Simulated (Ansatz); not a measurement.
# C: H interstitial

What does a H interstitial cost in C, and how do its neighbours move? It is set in a cell of 28 host atoms.

Program: Ansatz 0.2.0. Level of theory: DFT PBE, scalar-relativistic, plane waves, PAW. These are calculated values, not measurements.

### Step 1. The starting structure

It takes space group P6_3/mmc (No. 194, hexagonal). Conventional cell: a = 2.467 Å, b = 2.467 Å, c = 8.465 Å, α = 90.00°, β = 90.00°, γ = 120.00°. C (site symmetry -6m2) has 3 C at 1.42 Å in its first shell of neighbours.

As a file:

```
CELL_PARAMETERS angstrom
2.46653 0.00000 0.00000
-1.23327 2.13608 0.00000
0.00000 0.00000 8.46545
ATOMIC_POSITIONS crystal
C 0.00000 0.00000 0.25000
C 0.00000 0.00000 0.75000
C 0.33333 0.66667 0.25000
C 0.66667 0.33333 0.75000
```

It goes back to an entry of the Materials Project.

It is the result of an earlier relaxation at this level (volume 11.15 Å³/atom; gap on the mesh: none (metal)).

### Step 2. The perfect supercell

input.yaml

```yaml
crystal:
  lattice:
    - [4.933065567, -4.2721600996, 0.0]
    - [-6.1663319588, -2.1360800497, 0.0]
    - [0.0, 0.0, -8.4654494173]
  atoms:
    - { symbol: C, position: [0.5714285714, 0.8571428571, 0.75] }
    - { symbol: C, position: [0.1428571429, 0.7142857143, 0.75] }
    - { symbol: C, position: [0.7142857143, 0.5714285714, 0.75] }
    - { symbol: C, position: [0.2857142857, 0.4285714286, 0.75] }
    - { symbol: C, position: [0.8571428571, 0.2857142857, 0.75] }
    - { symbol: C, position: [0.4285714286, 0.1428571429, 0.75] }
    - { symbol: C, position: [0.0, 0.0, 0.75] }
    - { symbol: C, position: [0.5714285714, 0.8571428571, 0.25] }
    - { symbol: C, position: [0.1428571429, 0.7142857143, 0.25] }
    - { symbol: C, position: [0.7142857143, 0.5714285714, 0.25] }
    - { symbol: C, position: [0.2857142857, 0.4285714286, 0.25] }
    - { symbol: C, position: [0.8571428571, 0.2857142857, 0.25] }
    - { symbol: C, position: [0.4285714286, 0.1428571429, 0.25] }
    - { symbol: C, position: [0.0, 0.0, 0.25] }
    - { symbol: C, position: [0.3333333333, 0.6666666667, 0.75] }
    - { symbol: C, position: [0.9047619048, 0.5238095238, 0.75] }
    - { symbol: C, position: [0.4761904762, 0.380952381, 0.75] }
    - { symbol: C, position: [0.0476190476, 0.2380952381, 0.75] }
    - { symbol: C, position: [0.619047619, 0.0952380952, 0.75] }
    - { symbol: C, position: [0.1904761905, 0.9523809524, 0.75] }
    - { symbol: C, position: [0.7619047619, 0.8095238095, 0.75] }
    - { symbol: C, position: [0.5238095238, 0.619047619, 0.25] }
    - { symbol: C, position: [0.0952380952, 0.4761904762, 0.25] }
    - { symbol: C, position: [0.6666666667, 0.3333333333, 0.25] }
    - { symbol: C, position: [0.2380952381, 0.1904761905, 0.25] }
    - { symbol: C, position: [0.8095238095, 0.0476190476, 0.25] }
    - { symbol: C, position: [0.380952381, 0.9047619048, 0.25] }
    - { symbol: C, position: [0.9523809524, 0.7619047619, 0.25] }
basis:
  ecutwfc: 420
  xc_grid: 2
kpoints:
  mp_grid: { grid: [5, 5, 3], shift: [0.0, 0.0, 0.0] }
hamiltonian:
  xc: pbe
scf:
  occupations: { method: gaussian, width: 0.1 }
output:
  forces: true
  stress: true
  eigenvalues: true
  write_density: true
  write_potential: true
  elf: true
  volumetric_format: npy
```

Command:

```
> ansatz run input.yaml --threads 4 --pin off --max-ram 10240MiB --backend cpu --events-out ev --progress --plain --runs-dir out
```

The session goes on with these runs: relaxing the defect.

**Question.** What will these runs give? Wanted: formation energy, neutral; nearest atoms after relaxation, one image of each, neutral.

As calculated:

| quantity | value |
| --- | --- |
| formation energy, neutral | 1.58 eV |
| nearest atoms after relaxation, one image of each, neutral | 1 C at 1.13 Å |

**Reading.** The neutral defect costs 1.58 eV against the elements. Spin polarisation was off in the neutral run, so a moment could not show there. With 28 host sites the defect feels its images, so energies are good to tenths of an eV at best. Other minima may exist.
